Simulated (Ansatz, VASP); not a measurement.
# AlSi11HO24 (Al-H pair in alpha-quartz) in two plane-wave programs, part 2 of 2

Wanted: the spread between two codes on one cell, functional and k mesh. The cell is taken from a series of runs on this material, whose earlier steps may have relaxed, scaled, displaced or heated it; both programs get it as it stands.

VASP 6.6.1 and Ansatz 0.2.0.

So far. Step 2 (VASP: single point, HSE06): The run ends at a pressure of -0.88 GPa, with forces up to 3.7 eV/Å.

**3. Ansatz: single point, HSE06**

Level of this step: Ansatz beside VASP: Kohn-Sham DFT, plane waves, HSE06 (Ansatz).

Ansatz runs on its default PAW (the set named soft_2) files.

The same cell, functional, mesh and smearing now go to Ansatz.

Contents of input.yaml:

```yaml
crystal:
  lattice:
    - [-2.50916922, 4.34600857, 5.50897405]
    - [5.01833843, 0.0, 5.50897405]
    - [5.01833843, 8.69201713, 0.0]
  atoms:
    - { symbol: Si, position: [0.075303859, 0.571230541, 0.447432247] }
    - { symbol: Si, position: [0.578272331, 0.082913981, 0.216168346] }
    - { symbol: Si, position: [0.396339701, 0.921003828, 0.049438487] }
    - { symbol: Si, position: [0.903683029, 0.424720483, 0.273816893] }
    - { symbol: Si, position: [-0.009589921, -0.00628888, 0.261486557] }
    - { symbol: Si, position: [0.504028985, 0.50426467, 0.003415044] }
    - { symbol: O, position: [0.307936967, 0.466100747, 0.4547726] }
    - { symbol: O, position: [0.797628873, 0.976281327, 0.232400189] }
    - { symbol: O, position: [0.433685669, 0.089874365, 0.378457855] }
    - { symbol: O, position: [0.952370644, 0.513564993, 0.098722323] }
    - { symbol: O, position: [0.441282862, 0.687669159, 0.072716762] }
    - { symbol: O, position: [0.947635333, 0.187959296, 0.313009895] }
    - { symbol: O, position: [0.164750927, -0.001348703, 0.11408987] }
    - { symbol: O, position: [0.684897271, 0.514523018, 0.347781222] }
    - { symbol: O, position: [0.053416413, 0.476794741, 0.334463128] }
    - { symbol: O, position: [0.516021919, 0.965426727, 0.137773967] }
    - { symbol: O, position: [0.05471947, 0.803012008, 0.389412594] }
    - { symbol: O, position: [0.56664714, 0.308325857, 0.125637777] }
    - { symbol: Si, position: [0.102154405, 0.575664089, 0.942259663] }
    - { symbol: Si, position: [0.591935395, 0.075110729, 0.715183333] }
    - { symbol: Si, position: [0.395970751, 0.945431005, 0.545683859] }
    - { symbol: Si, position: [0.906595868, 0.43082855, 0.784605275] }
    - { symbol: Si, position: [-0.004344748, 0.0074452, 0.766649399] }
    - { symbol: Al, position: [0.505765532, 0.506667805, 0.507717688] }
    - { symbol: O, position: [0.324207491, 0.487632817, 0.956995923] }
    - { symbol: O, position: [0.816793558, 0.981439066, 0.725365487] }
    - { symbol: O, position: [0.450811103, 0.030517875, 0.879467335] }
    - { symbol: O, position: [0.937717449, 0.514457784, 0.608840914] }
    - { symbol: O, position: [0.415013405, 0.726475503, 0.550046879] }
    - { symbol: O, position: [0.929193143, 0.196877516, 0.831563065] }
    - { symbol: O, position: [0.174636101, 0.044068285, 0.623465905] }
    - { symbol: O, position: [0.687762558, 0.5308551, 0.862515762] }
    - { symbol: O, position: [0.067568838, 0.487211462, 0.828437842] }
    - { symbol: O, position: [0.549155307, 0.962744042, 0.619899512] }
    - { symbol: O, position: [0.065471119, 0.811570863, 0.88693512] }
    - { symbol: O, position: [0.555663678, 0.304487554, 0.64504363] }
    - { symbol: H, position: [0.374040304, 0.30581875, 0.399125972] }
basis:
  ecutwfc: 420
  xc_grid: 2
hamiltonian:
  xc: hse06
kpoints:
  mp_grid: { grid: [1, 1, 1] }
scf:
  occupations: { method: fermi_dirac, width: 0.01 }
  max_iter: 120
output:
  forces: true
checkpoint:
  read: "../relax.run"
```

Started as:

```
$ ansatz run input.yaml --threads 2 --pin off --max-ram 3768MiB --backend cpu --events-out ev --progress --plain --runs-dir out
```

Numbers of over 12 decimals in the logs are rounded to 6 here.

What it wrote:

```text
Warning: checkpoint.read: the run can stay near the saved state's solution: 2 site(s) moved relative to the saved geometry (max |Δs| = 4.236e-2 fractional); the SCF starts from the saved state under `checkpoint.density_extrapolation: transplant`, in force with no word given; its orbitals are not used off its sites. A run without `checkpoint.read` takes nothing of the state. A lower free energy from it at the same positions (and U, V and field ramp, if any) shows a solution that this start missed, and an equal or higher one rules none out (checkpoint.read, Limitations, in the input reference)
exact exchange: scf.exx.singularity resolves to wigner_seitz, which cuts the screened interaction at the faces of the exchange supercell's Wigner-Seitz cell, so that each pair interacts once, at the shortest of its separations (the periodic images that this leaves out come, for a point-like exchange hole, to about 0.070 eV on a filled level). The cut falls within the interaction's reach, and what an exchange supercel [...]
Engine: ansatz 0.2.0, x86_64-unknown-linux-gnu
Pseudopotentials: kind: paw
Pseudopotential: Si, paw, valence charge 4, recommended cutoff 420 eV (normal), Si.paw.azcp
Pseudopotential: O, paw, valence charge 6, recommended cutoff 420 eV (normal), O.paw.azcp
Pseudopotential: Al, paw, valence charge 3, recommended cutoff 420 eV (normal), Al.paw.azcp
Pseudopotential: H, paw, valence charge 1, recommended cutoff 420 eV (normal), H.paw.azcp
Functional definition: HSE06
  parameter a = 0.25
  parameter omega = 0.11/bohr
  exchange = pbe_x - a*pbe_x_sr(omega) + a*exact_x_sr(omega)
  correlation = pbe_c
Crystal: 37 atoms, lattice volume = 480.597 Å³
Basis set: ecut = 420 eV, 9403 PW (Γ), exchange–correlation on 100×100×144 points (8 copies of the dense FFT grid, shifted against one another)
Bands: 133, of which v1, the nominal top of the filled ones, is band 96 counted from 1 (95 counted from 0)
Symmetry: 1 space group operations
Space group: P1 (ITA 1), of the structure as read, at distance tolerance 7.8e-5 Å
k-points: 1
Non-local potential: Si, projectors of the file, l = 0: 2, l = 1: 2, l = 2: 2
Non-local potential: O, projectors of the file, l = 0: 2, l = 1: 2, l = 2: 1
Non-local potential: Al, projectors of the file, l = 0: 2, l = 1: 2, l = 2: 1
Non-local potential: H, projectors of the file, l = 0: 2, l = 1: 1
PAW form: soft (Blöchl's): semilocal exchange-correlation on the pseudo side does not see the compensation charge
PAW frozen core: Si, regenerated for the run's functional, and the local potential with it (the file was generated under x = pbe(κ = 0.804, μ = 0.219515), c = pbe(β = 0.066725))
PAW frozen core: O, regenerated for the run's functional, and the local potential with it (the file was generated under x = pbe(κ = 0.804, μ = 0.219515), c = pbe(β = 0.066725))
PAW frozen core: Al, regenerated for the run's functional, and the local potential with it (the file was generated under x = pbe(κ = 0.804, μ = 0.219515), c = pbe(β = 0.066725))
PAW one-centre angular grid: Si, 110 points (default); XC on 64 Gauss nodes
PAW one-centre angular grid: O, 110 points (default); XC on 96 Gauss nodes
PAW one-centre angular grid: Al, 110 points (default); XC on 64 Gauss nodes
PAW one-centre angular grid: H, 110 points (default); XC on 64 Gauss nodes
Initial density: read from a saved state, or passed on in memory by an earlier SCF of this step, an earlier step, the calling program or the single point that the run made first, carried with its atoms to this geometry
Initial wavefunctions: pseudopotential atomic-orbital guess
Functional: x = pbe(κ = 0.804, μ = 0.219515), c = pbe(β = 0.066725), warm-up for x = pbe(κ = 0.804, μ = 0.219515) + 0.25 (exact − pbe) at short range (hse, ω = 0.207870 Å⁻¹), c = pbe(β = 0.066725); HSE06 as pw.x's `hse` composes it (authors' and Libxc's form: `xc: wpbeh`)
iter 1 solved again at ethr=2.91e-4 eV; its pass at ethr=1.00e-1 eV (dr2=5.59e-1 eV) is discarded
[...]
preconditioner: auto → none  [insulator: Δε(μ)=5.175 eV  Ē_g=16.658 eV  σ=0.010 eV  W_gap=1.00  n_scr=102 (ndim 8)  ℏωp=23.5 eV  f_vac=0.161  D(μ)=0.00/eV (n_scr^D=0)]
SCF iter   2: F=—  HF=-21205.177610 eV  |F-HF|=—  |Δ(HF+E_count)|=   1.23e-1  Δρ=7.00e-3  dr2=1.11e-1  ethr=2.79e-4  ⟨swp⟩=7.0  Hψ=396  notcnv=0  defer=1
SCF iter   3: F=—  HF=-21205.164551 eV  |F-HF|=—  |Δ(HF+E_count)|=   1.31e-2  Δρ=2.97e-3  dr2=2.73e-2  ethr=5.76e-5  ⟨swp⟩=7.0  Hψ=391  notcnv=0
SCF iter   4: F=—  HF=-21205.162215 eV  |F-HF|=—  |Δ(HF+E_count)|=   2.34e-3  Δρ=9.49e-4  dr2=3.06e-3  ethr=1.42e-5  ⟨swp⟩=6.0  Hψ=363  notcnv=0
iter 5 solved again at ethr=1.12e-7 eV; its pass at ethr=1.59e-6 eV (dr2=2.15e-4 eV) is discarded
SCF iter   5: F=-21205.162036 eV  HF=-21205.162109 eV  |F-HF|=7.26e-5  |Δ(HF+E_count)|=   1.06e-4  Δρ=3.10e-4  dr2=2.18e-4  ethr=1.12e-7  ⟨swp⟩=2.0  Hψ=559  notcnv=0
SCF 1 stopped early in 5 iterations: F = -21205.162036 eV  dr2 = 2.18e-4
  greatest PAW one-centre occupation: 0.863 electrons in one spin orbital (limit 2), on the O atom at site 13 (counted from 0), in its partial waves of l = 0
Initial density: handed on by an earlier stage of this run
Initial wavefunctions: those handed on with the density
[...]
SCF iter   2: F=—  HF=-21209.203063 eV  |F-HF|=—  |Δ(HF+E_count)|=   5.80e-2  Δρ=3.06e-3  dr2=2.58e-2  ethr=1.14e-6  ⟨swp⟩=5.0  Hψ=528  notcnv=0
SCF iter   3: F=—  HF=-21209.258944 eV  |F-HF|=—  |Δ(HF+E_count)|=   5.59e-2  Δρ=1.42e-3  dr2=7.33e-3  ethr=1.14e-6  ⟨swp⟩=5.0  Hψ=512  notcnv=0
SCF iter   4: F=—  HF=-21209.257019 eV  |F-HF|=—  |Δ(HF+E_count)|=   1.92e-3  Δρ=3.74e-4  dr2=4.46e-4  ethr=1.14e-6  ⟨swp⟩=3.0  Hψ=356  notcnv=0
SCF iter   5: F=—  HF=-21209.258166 eV  |F-HF|=—  |Δ(HF+E_count)|=   1.15e-3  Δρ=3.12e-4  dr2=4.07e-4  ethr=1.57e-7  ⟨swp⟩=6.0  Hψ=390  notcnv=0
SCF iter   6: F=—  HF=-21209.258071 eV  |F-HF|=—  |Δ(HF+E_count)|=   9.50e-5  Δρ=1.25e-4  dr2=7.78e-5  ethr=1.57e-7  ⟨swp⟩=4.0  Hψ=306  notcnv=0
SCF iter   7: F=-21209.258048 eV  HF=-21209.258051 eV  |F-HF|=2.95e-6  |Δ(HF+E_count)|=   2.01e-5  Δρ=2.24e-5  dr2=1.26e-5  ethr=3.48e-8  ⟨swp⟩=4.0  Hψ=257  notcnv=0
SCF 2 stopped early in 7 iterations: F = -21209.258048 eV  dr2 = 1.26e-5
  Residual-converged pass: ⟨swp⟩=4.0  Hψ=379  notcnv=0  max |occ|·‖R‖ = 4.1e-6 eV (tolerance 6.7e-6 eV)  dr2=1.26e-5  dr2_onsite=1.09e-7  max |Δocc| = 0.0e0
  greatest PAW one-centre occupation: 0.867 electrons in one spin orbital (limit 2), on the O atom at site 13 (counted from 0), in its partial waves of l = 0
hybrid outer 1: dexx = +6.572e-2 eV, tail = 6.38e-5 eV
Exchange kernel: α = 0.2500, screened, ω = 0.2079 Å⁻¹, Wigner–Seitz truncation, v(0) = 764.3003 eV·Å³, q-mesh 1×1×1, nearest image of the exchange supercell L = 7.45 Å, pair-density grid 36×36×45, without the augmentation charges, whose exchange is taken in its separable form (sized by the pseudopotential files, 48×48×64 at the most)
Frozen-core exchange: fock
SCF iter   1: F=—  HF=-21209.257204 eV  |F-HF|=—  |Δ(HF+E_count)|=         —  Δρ=3.62e-5  dr2=3.88e-6  ethr=1.66e-7  ⟨swp⟩=8.0  Hψ=410  notcnv=0
preconditioner: auto → none  [insulator: Δε(μ)=6.953 eV  Ē_g=19.176 eV  σ=0.010 eV  W_gap=1.00  n_scr=102 (ndim 8)  ℏωp=23.5 eV  f_vac=0.161  D(μ)=0.00/eV (n_scr^D=0)]
SCF iter   2: F=—  HF=-21209.257204 eV  |F-HF|=—  |Δ(HF+E_count)|=   7.76e-7  Δρ=1.11e-5  dr2=2.74e-7  ethr=1.72e-9  ⟨swp⟩=3.0  Hψ=304  notcnv=0
SCF iter   3: F=—  HF=-21209.257204 eV  |F-HF|=—  |Δ(HF+E_count)|=   7.61e-7  Δρ=7.39e-6  dr2=1.04e-7  ethr=1.00e-10  ⟨swp⟩=8.0  Hψ=401  notcnv=0
SCF iter   4: F=-21209.257204 eV  HF=-21209.257204 eV  |F-HF|=3.61e-9  |Δ(HF+E_count)|=   4.93e-9  Δρ=2.13e-6  dr2=6.10e-9  ethr=5.17e-11  ⟨swp⟩=3.0  Hψ=262  notcnv=0
SCF 3 converged in 4 iterations: F = -21209.257204 eV  dr2 = 6.10e-9
  Residual-converged pass: ⟨swp⟩=3.0  Hψ=318  notcnv=0  max |occ|·‖R‖ = 1.5e-6 eV (tolerance 1.9e-6 eV)  dr2=6.02e-9  dr2_onsite=3.09e-10  max |Δocc| = 0.0e0
hybrid outer 2: dexx = +7.590e-7 eV, tail = 2.20e-8 eV, Δε = 8.52e-4 eV (about 1.62e-5 eV left of the loop's levels), ΔF = 2.81e-3 eV/Å (tail 2.98e-4)
hybrid SCF converged: 2 outer / 11 inner (+5 warm-up), last move |dexx| = 7.59e-7 eV, tail = 2.20e-8 eV
Stability not checked: this state was not tested for a lower state beside it, because the functional holds exact exchange (a hybrid, or Hartree-Fock), whose exchange loop this test does not read (fock_operator; see scf.lower_state_search)
Free energy (F): -21209.257204 eV
Frozen-core exchange: fock
Harris-Foulkes:  -21209.257204 eV  (|F-HF|=3.61e-9)
Internal energy: -21209.257204 eV  (E = F + TS)
E sigma→0 (E₀):  -21209.257204 eV
Fermi energy:    4.428782 eV
--- Per-component energies (eV) ---
  E_band       = -1256.517022
  E_kinetic    = 4848.153860
  E_local      = -12332.666957  (includes V_loc(G=0)·N_el)
  E_nonlocal   = 1397.153361
  E_hartree    = 4478.820959
  E_xc         = -1966.007525
  E_vxc        = -2265.131955  (∫ρ·V_xc dr)
  E_exx        = -552.173688  (= α·E_x^exact, valence–valence)
  E_paw        = -9862.924120  (= ΣΔE_a)
  E_vpaw       = -757.383181  (= ΣTr[D̂ρ^β])
  E_aug_tail   = 0.061213  (compensation charges beyond the density's cutoff)
  E_ewald      = -7218.339279
  E_core_change = -1.334965  (= ΣΔE_core)
  E_smearing   = -0.000000  (= −TS)
  E_closure    = -0.000063  (closes the sum)
  Σ components = -21209.257204   (vs F -21209.257204, Δ=3.64e-12)
--- Forces (eV/Å), atoms counted from 1 ---
  atom   1  Si    -0.86212069     0.87045830     0.46729329
  atom   2  Si    -0.97440249    -0.60715566     0.58850014
  atom   3  Si    -0.06313430    -0.12949223    -0.15454431
  atom   4  Si     0.20278504     0.09295385     0.10244498
  atom   5  Si    -0.09957641     0.32075367     0.00238042
  atom   6  Si     0.08899087    -0.18275365     0.13349305
  atom   7  O     -3.39379309    -0.57016802    -1.40540713
  atom   8  O      0.24075218    -0.17562823    -0.21491187
  atom   9  O      1.36368107    -0.32880929     0.79746821
  atom  10  O     -0.03373499    -0.04141529     0.01212586
  atom  11  O     -0.01603970    -0.00766253     0.02594157
  atom  12  O     -0.06248850    -0.01809640    -0.04469408
  atom  13  O      0.00371526    -0.01920727     0.03636697
  atom  14  O     -0.11480116     0.00979086     0.13403074
  atom  15  O     -0.10303938    -0.30409868    -0.20584887
  atom  16  O      0.20057587     0.23195963     0.09553214
  atom  17  O      0.29903438    -0.36083548     0.15725988
  atom  18  O     -0.00521577     0.24289285    -0.24084697
  atom  19  Si    -0.02247636    -0.04911150    -0.07356210
  atom  20  Si     0.15870028    -0.02477359     0.21374101
  atom  21  Si     0.20153804     1.02117743    -0.86501263
  atom  22  Si    -0.14362175    -0.20080461     0.18256615
  atom  23  Si     0.07594683    -0.00413857    -0.03659092
  atom  24  Al    -0.12798850    -0.58497830    -0.67145782
[...]
atom  30  O     -0.03756318     0.03772217    -0.05930117
  atom  31  O     -0.20076740    -0.06975412     0.13459093
  atom  32  O      0.07591622     0.05115101    -0.08602360
  atom  33  O      0.04770242     0.06901620     0.00401528
  atom  34  O     -0.08385178    -0.24181848    -0.05018103
  atom  35  O      0.00976263    -0.00728759     0.03250458
  atom  36  O     -0.08785317     0.20799342    -0.04926297
  atom  37  H      2.94642021     0.64239140     0.83858211
  max |Σ_I F_I| component: 6.74e-5 eV/Å
--- Band table (eV) ---
  k-point 0: bands = [... 92 lower, 0.5887, 0.6634, 0.7915, 0.9526, 7.9050]
  guard bands above this table: 36 of the run's 133 bands. The solve was not asked for them (output.publish_guard_bands: true or output.eigenvalues: true publishes all)
```

Reading the cycles: dr2 is the Hartree energy of the density residual (eV), the measure of convergence; HF is the Harris–Foulkes estimate of the energy, which meets the free energy F at convergence.

**4. Differences**

Known differences besides the potentials themselves: exact exchange at q = 0 is treated differently, which shows on coarse meshes; VASP keeps PBE cores, Ansatz makes them for the functional; the cutoff is 420 eV in Ansatz and 520 eV in VASP (PREC = Accurate, projectors in real space); VASP takes a coarser grid for exact exchange (PRECFOCK = Fast). Total energies have different zeros and are not compared.

Both answers:

```tsv
quantity	Ansatz	VASP	difference
gap on the k mesh (eV)	6.952	6.974	-0.021
```

Forces on 9 of the 37 atoms, those with the largest forces and the largest differences (eV/Å; atoms numbered as in POSCAR):

```tsv
atom	Ansatz x, y, z	VASP x, y, z
Si1	-0.862, 0.870, 0.467	-0.856, 0.892, 0.475
Si2	-0.974, -0.607, 0.589	-0.990, -0.613, 0.587
Si4	0.203, 0.093, 0.102	0.176, 0.094, 0.119
Si8	0.159, -0.025, 0.214	0.139, -0.005, 0.186
Si9	0.202, 1.021, -0.865	0.210, 1.001, -0.852
O12	-3.394, -0.570, -1.405	-3.397, -0.553, -1.388
O14	1.364, -0.329, 0.797	1.363, -0.312, 0.803
Al36	-0.128, -0.585, -0.671	-0.100, -0.599, -0.683
H37	2.946, 0.642, 0.839	2.927, 0.642, 0.829
```

The forces differ by 13 meV/Å r.m.s., which is 2.3 % of the r.m.s. force of 0.554 eV/Å (both taken over all components). A gap on the mesh is an upper bound, since the band edges may lie between its points.

**5. Summary of results**

```
r.m.s. force difference (single point, HSE06) : 2.3 % of the r.m.s. force
```

In words: The r.m.s. force difference is 2.3 % of the r.m.s. force (single point, HSE06), within the 3 % picked in this series as the mark of a large difference. Such differences can come from data sets, numerical settings and the points named under the comparisons, not from the functional's error against experiment.

[Lines on the potential files, build, host, timing and source positions are cut from VASP's logs without a mark.]

[Logs are printed without paths, hosts, clocks, repeated set-up lines and the standing remarks that a program may print on its own settings, such as how far it seeks lower states.]

[Hosts, paths, dates, database ids (printed as entryN), source tags and the programs' standing remarks are cut or masked in the printed files.]
